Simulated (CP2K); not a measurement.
# ZnO (zincite) (P6_3mc) in CP2K: notebook, part 2 of 3

CP2K 2026.2. The steps go on from the part before.

### Step 3. Band structure, PBE

Input file zno_bands.inp:

```
&GLOBAL
  PROJECT zno_bands
  RUN_TYPE ENERGY_FORCE
  PRINT_LEVEL LOW
&END GLOBAL
&FORCE_EVAL
  METHOD QS
  STRESS_TENSOR ANALYTICAL
  &DFT
    BASIS_SET_FILE_NAME BASIS_MOLOPT_UZH
    POTENTIAL_FILE_NAME POTENTIAL_UZH
    &MGRID
      CUTOFF 600
      REL_CUTOFF 60
      NGRIDS 4
    &END MGRID
    &QS
      METHOD GPW
      EPS_DEFAULT 1.0E-10
    &END QS
    &KPOINTS
      SCHEME MONKHORST-PACK 7 7 4
      GAMMA_CENTERED T
      SYMMETRY T
      SYMMETRY_BACKEND SPGLIB
    &END KPOINTS
    &SCF
      SCF_GUESS ATOMIC
      EPS_SCF 1.0E-6
      MAX_SCF 100
      ADDED_MOS 14
      CHOLESKY OFF
      EPS_EIGVAL 1.0E-7
      &DIAGONALIZATION ON
        ALGORITHM STANDARD
      &END DIAGONALIZATION
      &MIXING ON
        METHOD BROYDEN_MIXING
        ALPHA 0.4
        BETA 1.5
        NBUFFER 8
      &END MIXING
      &SMEAR ON
        METHOD FERMI_DIRAC
        ELECTRONIC_TEMPERATURE [K] 580.226
      &END SMEAR
    &END SCF
    &XC
      &XC_FUNCTIONAL
        &GGA_X_PBE
        &END GGA_X_PBE
        &GGA_C_PBE
        &END GGA_C_PBE
      &END XC_FUNCTIONAL
    &END XC
    &PRINT
      &KPOINTS ON
      &END KPOINTS
      &MULLIKEN ON
      &END MULLIKEN
      &MO ON
        ENERGIES T
        OCCUPATION_NUMBERS T
        &EACH
          QS_SCF 0
        &END EACH
        ADD_LAST NUMERIC
      &END MO
      &LOWDIN ON
      &END LOWDIN
      &HIRSHFELD ON
        SHAPE_FUNCTION DENSITY
      &END HIRSHFELD
      &BAND_STRUCTURE
        FILE_NAME bands.bs
        ADDED_MOS 2
        &KPOINT_SET
          UNITS B_VECTOR
          NPOINTS 8
          SPECIAL_POINT GAMMA 0.00000000 0.00000000 0.00000000
          SPECIAL_POINT M 0.50000000 0.00000000 0.00000000
          SPECIAL_POINT K 0.33333333 0.33333333 0.00000000
          SPECIAL_POINT GAMMA 0.00000000 0.00000000 0.00000000
          SPECIAL_POINT A 0.00000000 0.00000000 0.50000000
          SPECIAL_POINT L 0.50000000 0.00000000 0.50000000
          SPECIAL_POINT H 0.33333333 0.33333333 0.50000000
          SPECIAL_POINT A 0.00000000 0.00000000 0.50000000
        &END KPOINT_SET
        &KPOINT_SET
          UNITS B_VECTOR
          NPOINTS 8
          SPECIAL_POINT L 0.50000000 0.00000000 0.50000000
          SPECIAL_POINT M 0.50000000 0.00000000 0.00000000
        &END KPOINT_SET
        &KPOINT_SET
          UNITS B_VECTOR
          NPOINTS 8
          SPECIAL_POINT K 0.33333333 0.33333333 0.00000000
          SPECIAL_POINT H 0.33333333 0.33333333 0.50000000
        &END KPOINT_SET
      &END BAND_STRUCTURE
    &END PRINT
  &END DFT
  &SUBSYS
    &CELL
      ABC 3.2493080000 3.2493080000 5.2057090000
      ALPHA_BETA_GAMMA 90.0000000000 90.0000000000 120.0000000002
      PERIODIC XYZ
    &END CELL
    &COORD
      SCALED
      Zn  0.6666666667 0.3333333333 0.0000000000
      Zn  0.3333333333 0.6666666667 0.5000000000
      O   0.3333333333 0.6666666667 0.8790100000
      O   0.6666666667 0.3333333333 0.3790100000
    &END COORD
    &KIND Zn
      BASIS_SET TZVP-MOLOPT-PBE-GTH-q12
      POTENTIAL GTH-PBE-q12
    &END KIND
    &KIND O
      BASIS_SET TZVP-MOLOPT-PBE-GTH-q6
      POTENTIAL GTH-PBE-q6
    &END KIND
    &PRINT
      &ATOMIC_COORDINATES ON
      &END ATOMIC_COORDINATES
      &CELL ON
      &END CELL
    &END PRINT
  &END SUBSYS
  &PRINT
    &FORCES ON
    &END FORCES
    &STRESS_TENSOR ON
    &END STRESS_TENSOR
  &END PRINT
&END FORCE_EVAL
```

Potentials or basis: POTENTIAL_UZH Zn GTH-PBE-q12, O GTH-PBE-q6; TZVP-MOLOPT-PBE-GTH basis.

Started as:

```console
$ OMP_NUM_THREADS=1 cp2k.psmp -i zno_bands.inp -o zno_bands.out
```

Run time: 1.9 min. Hardware: 1 thread of Arm Neoverse V2, shared host; peak memory 0.56 GiB.

The run converged. Its results:

* Free energy: -4170.6680 eV
* Pressure: 6.2 GPa
* Band gap on the k mesh: 0.80 eV, direct
* Band gap along the path: 0.80 eV, direct
* Mulliken charges: Zn +0.86; O -0.86 e
* Hirshfeld charges: Zn +0.34; O -0.34 e

Stress tensor (GPa, compression positive):
```
5.63 0.00 0.00
0.00 5.63 0.00
0.00 0.00 7.24
```

Levels at the corners of the path, in eV from the valence-band top:
| point | band 14 | band 15 | band 16 | band 17 | band 18 | band 19 | band 20 | band 21 | band 22 | band 23 |
| --- | --- | --- | --- | --- | --- | --- | --- | --- | --- | --- |
| Γ | -0.82 | -0.82 | -0.07 | 0.00 | 0.00 | 0.80 | 5.21 | 8.30 | 13.04 | 13.04 |
| M | -3.56 | -2.85 | -2.30 | -1.29 | -0.83 | 5.78 | 6.92 | 7.73 | 8.58 | 10.74 |
| K | -3.56 | -3.56 | -1.93 | -1.93 | -1.72 | 7.72 | 7.72 | 7.81 | 8.21 | 10.96 |
| Γ | -0.82 | -0.82 | -0.07 | 0.00 | 0.00 | 0.80 | 5.21 | 8.30 | 13.04 | 13.04 |
| A | -2.26 | -0.41 | -0.41 | -0.41 | -0.41 | 3.47 | 3.47 | 10.24 | 10.24 | 13.34 |
| L | -3.80 | -1.52 | -1.52 | -1.37 | -1.37 | 5.74 | 5.74 | 8.46 | 8.46 | 11.62 |
| H | -3.74 | -2.70 | -2.70 | -1.24 | -1.24 | 8.05 | 8.05 | 8.08 | 8.08 | 8.86 |
| A | -2.26 | -0.41 | -0.41 | -0.41 | -0.41 | 3.47 | 3.47 | 10.24 | 10.24 | 13.34 |
| L | -3.80 | -1.52 | -1.52 | -1.37 | -1.37 | 5.74 | 5.74 | 8.46 | 8.46 | 11.62 |
| M | -3.56 | -2.85 | -2.30 | -1.29 | -0.83 | 5.78 | 6.92 | 7.73 | 8.58 | 10.74 |
| K | -3.56 | -3.56 | -1.93 | -1.93 | -1.72 | 7.72 | 7.72 | 7.81 | 8.21 | 10.96 |
| H | -3.74 | -2.70 | -2.70 | -1.24 | -1.24 | 8.05 | 8.05 | 8.08 | 8.08 | 8.86 |

Caveat: Mulliken charges move with the basis; the basis of atomic orbitals isn't converged, which shifts pressures, moduli and gaps.

### Step 4. Band structure, PBEsol

zno_bands.inp: that of step 3 with these lines changed.

```diff
@@ -14,3 +14,3 @@
       REL_CUTOFF 60
-      NGRIDS 4
+      NGRIDS 5
     &END MGRID
@@ -49,6 +49,6 @@
       &XC_FUNCTIONAL
-        &GGA_X_PBE
-        &END GGA_X_PBE
-        &GGA_C_PBE
-        &END GGA_C_PBE
+        &GGA_X_PBE_SOL
+        &END GGA_X_PBE_SOL
+        &GGA_C_PBE_SOL
+        &END GGA_C_PBE_SOL
       &END XC_FUNCTIONAL
@@ -68,13 +68,8 @@
       &END MO
-      &LOWDIN ON
-      &END LOWDIN
-      &HIRSHFELD ON
-        SHAPE_FUNCTION DENSITY
-      &END HIRSHFELD
       &BAND_STRUCTURE
         FILE_NAME bands.bs
-        ADDED_MOS 2
+        ADDED_MOS 6
         &KPOINT_SET
           UNITS B_VECTOR
-          NPOINTS 8
+          NPOINTS 6
           SPECIAL_POINT GAMMA 0.00000000 0.00000000 0.00000000
@@ -90,3 +85,3 @@
           UNITS B_VECTOR
-          NPOINTS 8
+          NPOINTS 6
           SPECIAL_POINT L 0.50000000 0.00000000 0.50000000
@@ -96,3 +91,3 @@
           UNITS B_VECTOR
-          NPOINTS 8
+          NPOINTS 6
           SPECIAL_POINT K 0.33333333 0.33333333 0.00000000
@@ -110,7 +105,6 @@
     &COORD
-      SCALED
-      Zn  0.6666666667 0.3333333333 0.0000000000
-      Zn  0.3333333333 0.6666666667 0.5000000000
-      O   0.3333333333 0.6666666667 0.8790100000
-      O   0.6666666667 0.3333333333 0.3790100000
+      Zn  1.6246540002 0.9379944241 0.0000000000
+      Zn  -0.0000000002 1.8759888486 2.6028545000
+      O   -0.0000000002 1.8759888486 4.5758702681
+      O   1.6246540002 0.9379944241 1.9730157681
     &END COORD
```

Potentials or basis: POTENTIAL_UZH Zn GTH-PBE-q12, O GTH-PBE-q6; TZVP-MOLOPT-PBE-GTH basis.

Started as:

```console
$ OMP_NUM_THREADS=1 cp2k.psmp -i zno_bands.inp -o zno_bands.out
```

zno_bands.out:

```text

 CP2K| version string:                                       CP2K version 2026.2
 CP2K| Input file name                                             zno_bands.inp

 GLOBAL| Force Environment number                                              1
 GLOBAL| Basis set file name                                    BASIS_MOLOPT_UZH
 GLOBAL| Potential file name                                       POTENTIAL_UZH
 GLOBAL| MM Potential file name                                     MM_POTENTIAL
 GLOBAL| Coordinate file name                                      __STD_INPUT__
 GLOBAL| Method name                                                        CP2K
 GLOBAL| Project name                                                  zno_bands
 GLOBAL| Run type                                                   ENERGY_FORCE
 GLOBAL| FFT library                                                       FFTW3
 GLOBAL| Diagonalization library                                       ScaLAPACK
 GLOBAL| Cholesky decomposition library                                ScaLAPACK
 GLOBAL| DGEMM library                                                      BLAS
 GLOBAL| Direct generalized diagonalization requested                          F
 GLOBAL| Matrix multiplication library                                 ScaLAPACK
 GLOBAL| Global print level                                                  LOW
 GLOBAL| Total number of message passing processes                             1
 GLOBAL| Number of threads for this process                                    1
 GLOBAL| CPU model name                                                  UNKNOWN

 CELL| Volume [angstrom^3]:                                            47.598392
 CELL| Vector a [angstrom]:       3.249     0.000     0.000   |a| =     3.249308
 CELL| Vector b [angstrom]:      -1.625     2.814     0.000   |b| =     3.249308
 CELL| Vector c [angstrom]:       0.000     0.000     5.206   |c| =     5.205709
 CELL| Angle (b,c), alpha [degree]:                                    90.000000
 CELL| Angle (a,c), beta  [degree]:                                    90.000000
 CELL| Angle (a,b), gamma [degree]:                                   120.000000
 CELL| Numerically orthorhombic:                                              NO
 CELL| Periodicity                                                           XYZ

 CELL_REF| Volume [angstrom^3]:                                        47.598392
 CELL_REF| Vector a [angstrom     3.249     0.000     0.000   |a| =     3.249308
 CELL_REF| Vector b [angstrom    -1.625     2.814     0.000   |b| =     3.249308
 CELL_REF| Vector c [angstrom     0.000     0.000     5.206   |c| =     5.205709
 CELL_REF| Angle (b,c), alpha [degree]:                                90.000000
 CELL_REF| Angle (a,c), beta  [degree]:                                90.000000
 CELL_REF| Angle (a,b), gamma [degree]:                               120.000000
 CELL_REF| Numerically orthorhombic:                                          NO
 CELL_REF| Periodicity                                                       XYZ

 GENERATE|  Preliminary Number of Bonds generated:                             0
 GENERATE|  Achieved consistency in connectivity generation.

 *******************************************************************************
 *******************************************************************************
 **            Copyright (C) by CP2K developers group (2000-2026)             **
 *******************************************************************************

 TOTAL NUMBERS AND MAXIMUM NUMBERS

  Total number of            - Atomic kinds:                                   2
                             - Atoms:                                          4
                             - Shell sets:                                     4
                             - Shells:                                        34
                             - Primitive Cartesian functions:                 22
[... 117 lines left out ...]
  Hartree energy:                                              39.76303000045130
  Exchange-correlation energy:                                -24.71421011648366
  Electronic entropic energy:                                  -0.00000108868085
  Fermi energy:                                                 0.14463112088223

  Total energy:                                              -152.88501460084021
  Total energy (extrapolated to T->0):                       -152.88501405649978

 MO| EIGENVALUES AND OCCUPATION NUMBERS FOR K POINT 1
 MO|
 MO|  Index      Eigenvalue [a.u.]        Eigenvalue [eV]             Occupation
 MO|      1              -0.505232             -13.748056               2.000000
 MO|      2              -0.500330             -13.614676               2.000000
 MO|      3              -0.087849              -2.390505               2.000000
 MO|      4              -0.083237              -2.264986               2.000000
 MO|      5              -0.069361              -1.887406               2.000000
 MO|      6              -0.060214              -1.638500               2.000000
[... 176 lines left out ...]
 MO|     31               1.031322              28.063698               0.000000
 MO|     32               1.054595              28.696979               0.000000
 MO| Sum:                                                              36.000000
 MO| E(Fermi):            0.144631 a.u.          3.935613 eV
 MO| Band gap:            0.300614 a.u.          8.180119 eV

 MO| EIGENVALUES AND OCCUPATION NUMBERS FOR K POINT 6
 MO|
 MO|  Index      Eigenvalue [a.u.]        Eigenvalue [eV]             Occupation
 MO|      1              -0.501919             -13.657921               2.000000
 MO|      2              -0.501919             -13.657921               2.000000
 MO|      3              -0.084490              -2.299092               2.000000
 MO|      4              -0.084490              -2.299092               2.000000
 MO|      5              -0.069439              -1.889528               2.000000
 MO|      6              -0.069439              -1.889527               2.000000
[... 328 lines left out ...]
 MO|     31               1.041915              28.351935               0.000000
 MO|     32               1.084540              29.511828               0.000000
 MO| Sum:                                                              36.000000
 MO| E(Fermi):            0.144631 a.u.          3.935613 eV

 [... the levels of further k-points ...]

 !-----------------------------------------------------------------------------!
                     Mulliken Population Analysis

 #  Atom  Element  Kind  Atomic population                           Net charge
       1     Zn       1         11.192682                              0.807318
       2     Zn       1         11.192677                              0.807323
       3     O        2          6.807320                             -0.807320
       4     O        2          6.807321                             -0.807321
 # Total charge                             36.000000                 -0.000000

 !-----------------------------------------------------------------------------!

 KPOINTS| Band Structure Calculation
 KPOINTS| Number of k-point sets                                               3
 KPOINTS| Number of added MOs/bands                                            6
 KPOINTS| Number of k-points in set    1                                      43
 KPOINTS| In units of b-vector [2pi/Bohr]
 KPOINTS| Special point     1       GAMMA     0.000000     0.000000     0.000000
 KPOINTS| Special point     2           M     0.500000     0.000000     0.000000
 KPOINTS| Special point     3           K     0.333333     0.333333     0.000000
 KPOINTS| Special point     4       GAMMA     0.000000     0.000000     0.000000
 KPOINTS| Special point     5           A     0.000000     0.000000     0.500000
 KPOINTS| Special point     6           L     0.500000     0.000000     0.500000
 KPOINTS| Special point     7           H     0.333333     0.333333     0.500000
 KPOINTS| Special point     8           A     0.000000     0.000000     0.500000
 KPOINTS| Number of k-points in set    2                                       7
 KPOINTS| In units of b-vector [2pi/Bohr]
 KPOINTS| Special point     1           L     0.500000     0.000000     0.500000
 KPOINTS| Special point     2           M     0.500000     0.000000     0.000000
 KPOINTS| Number of k-points in set    3                                       7
 KPOINTS| In units of b-vector [2pi/Bohr]
 KPOINTS| Special point     1           K     0.333333     0.333333     0.000000
 KPOINTS| Special point     2           H     0.333333     0.333333     0.500000

 ENERGY| Total FORCE_EVAL ( QS ) energy [hartree]           -152.885015376873980

 FORCES| Atomic forces [hartree/bohr]
 FORCES|   Atom     x               y               z               |f|
 FORCES|      1  1.38915496E-07 -7.96779343E-08 -1.25269323E-03   1.25269324E-03
 FORCES|      2 -1.38620348E-07  7.92436467E-08 -1.25270330E-03   1.25270331E-03
 FORCES|      3 -8.94676132E-08  5.87745955E-08  2.86837203E-04   2.86837223E-04
 FORCES|      4  8.91798489E-08 -5.83457149E-08  2.86869991E-04   2.86870011E-04
 FORCES| Sum     7.38337643E-12 -5.40707994E-12 -1.93168934E-03
 FORCES| Total atomic force                                       1.93168934E-03

 STRESS| Analytical stress tensor [bar]
 STRESS|                        x                   y                   z
 STRESS|      x       -2.02920828965E+03   1.30696719058E+01  -1.91603874562E-05
 STRESS|      y        1.30696719058E+01  -2.01423943582E+03  -2.28125711627E-03
 STRESS|      z       -1.91603874562E-05  -2.28125711627E-03   1.47897599636E+04
 STRESS| 1/3 Trace                                             3.58210407937E+03
 STRESS| Determinant                                           6.04478275861E+10

 STRESS| Eigenvectors and eigenvalues of the analytical stress tensor [bar]
 STRESS|                        1                   2                   3
 STRESS| Eigenvalues  -2.03678483780E+03  -2.00666288767E+03   1.47897599636E+04
 STRESS|      x           0.865142105062      0.501526806910     -0.000000001245
 STRESS|      y          -0.501526806910      0.865142105062     -0.000000135758
 STRESS|      z          -0.000000067009      0.000000118074      1.000000000000
```

Wall time 98 s (1 thread of Arm Neoverse V2, shared host); peak memory 0.55 GiB.

What came out:

```
Free energy             : -4160.2128 eV
Pressure                : 0.4 GPa
Band gap on the k mesh  : 0.61 eV, direct
Band gap along the path : 0.61 eV, direct
Mulliken charges        : Zn +0.81; O -0.81 e
```

Levels at the corners of the path, in eV from the valence-band top:
| point | band 14 | band 15 | band 16 | band 17 | band 18 | band 19 | band 20 | band 21 | band 22 | band 23 |
| --- | --- | --- | --- | --- | --- | --- | --- | --- | --- | --- |
| Γ | -0.84 | -0.84 | -0.08 | 0.00 | 0.00 | 0.61 | 5.02 | 8.14 | 12.84 | 12.84 |
| M | -3.60 | -2.89 | -2.34 | -1.32 | -0.85 | 5.62 | 6.72 | 7.55 | 8.44 | 10.58 |
| K | -3.56 | -3.56 | -1.96 | -1.96 | -1.76 | 7.58 | 7.58 | 7.60 | 8.04 | 10.79 |
| Γ | -0.84 | -0.84 | -0.08 | 0.00 | 0.00 | 0.61 | 5.02 | 8.14 | 12.84 | 12.84 |
| A | -2.27 | -0.41 | -0.41 | -0.41 | -0.41 | 3.31 | 3.31 | 10.05 | 10.05 | 13.15 |
| L | -3.79 | -1.55 | -1.55 | -1.39 | -1.39 | 5.54 | 5.54 | 8.32 | 8.32 | 11.41 |
| H | -3.74 | -2.74 | -2.74 | -1.26 | -1.26 | 7.86 | 7.86 | 7.90 | 7.90 | 8.72 |
| A | -2.27 | -0.41 | -0.41 | -0.41 | -0.41 | 3.31 | 3.31 | 10.05 | 10.05 | 13.15 |
| L | -3.79 | -1.55 | -1.55 | -1.39 | -1.39 | 5.54 | 5.54 | 8.32 | 8.32 | 11.41 |
| M | -3.60 | -2.89 | -2.34 | -1.32 | -0.85 | 5.62 | 6.72 | 7.55 | 8.44 | 10.58 |
| K | -3.56 | -3.56 | -1.96 | -1.96 | -1.76 | 7.58 | 7.58 | 7.60 | 8.04 | 10.79 |
| H | -3.74 | -2.74 | -2.74 | -1.26 | -1.26 | 7.86 | 7.86 | 7.90 | 7.90 | 8.72 |

Caveat: Mulliken charges move with the basis; the potentials were made for another functional, which shifts forces and pressure; the basis of atomic orbitals isn't converged, which shifts pressures, moduli and gaps.

### Step 5. Summary

```tsv
level	potentials or basis	NGRIDS	points a segment of the path (NPOINTS)	bands added on the path	gap on the mesh (eV)	pressure (GPa)
LDA	GTH_POTENTIALS Zn GTH-PADE-q12, O GTH-PADE-q6; TZVP-MOLOPT-PBE-GTH basis	4	8	6	0.70	-5.5
PBE	POTENTIAL_UZH Zn GTH-PBE-q12, O GTH-PBE-q6; TZVP-MOLOPT-PBE-GTH basis	4	8	2	0.80	6.2
PBEsol	POTENTIAL_UZH Zn GTH-PBE-q12, O GTH-PBE-q6; TZVP-MOLOPT-PBE-GTH basis	5	6	6	0.61	0.4
```

Alike in all rows: task band structure; no spin polarisation; cell as given; k mesh 7 × 7 × 4; smearing fermi-dirac 0.05 eV.

Caveats: the basis of atomic orbitals isn't converged, which shifts pressures, moduli and gaps; the potentials were made for another functional, which shifts forces and pressure (some runs).

Total energies depend on the potentials used, so only differences within one code and one set of settings carry meaning.

(Continued in part 3 of 3.)
